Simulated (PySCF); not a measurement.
**Substituent chemical shifts**

Parent skeleton `[OH:1][c:2]1[cH:3][cH:4][cH:5][cH:6][cH:7]1`; one hydrogen on atom 5 is replaced by X. Hydrogens on one atom are averaged.

No solvent model, fast rotation and ring inversion assumed for equivalent nuclei, no relativistic terms, single conformer. NMR shieldings at PBE0/pcSseg-1/GIAO; geometry: GFN2-xTB; PySCF 2.14.

δ = σ(ref) − σ, references computed at the same level: ¹⁷O (σref 336.08) vs H2O; ¹³C (σref 186.93) and ¹H (σref 31.72) vs TMS.

Parent (X = H): O1 126.6, C2 163.8, C3/C7 118.7, C4/C6 135.3, C5 124.8, H(C3)/H(C7) 6.95, H(C4)/H(C6) 7.53 ppm. Effects are Δδ = δ(X) − δ(H), positive for deshielding.

Question: Give Δδ (ppm) for X = vinyl, CHF2, CH2OCH3.

Answer: 
```
      X            SMILES    O1    C2  C3/C7  C4/C6     C5  H(C3)/H(C7)  H(C4)/H(C6)
  vinyl    C=Cc1ccc(O)cc1  +1.4  -0.1   +0.2   -1.7   +9.0        -0.03        +0.12
   CHF2  Oc1ccc(C(F)F)cc1  +3.8  +1.7   +0.2   -0.4   +9.1        +0.10        +0.29
CH2OCH3    COCc1ccc(O)cc1  -1.1  -0.4   +0.0   +0.3  +11.4        +0.01        +0.06
```

Question: Which position responds most, and to which substituents?

Answer: O1: from -1.1 ppm with CH2OCH3 to +3.8 ppm with CHF2.

Experimental scales use liquid or dissolved standards, which lie at an offset from isolated H2O (liquid H2O: subtract about 36 ppm).
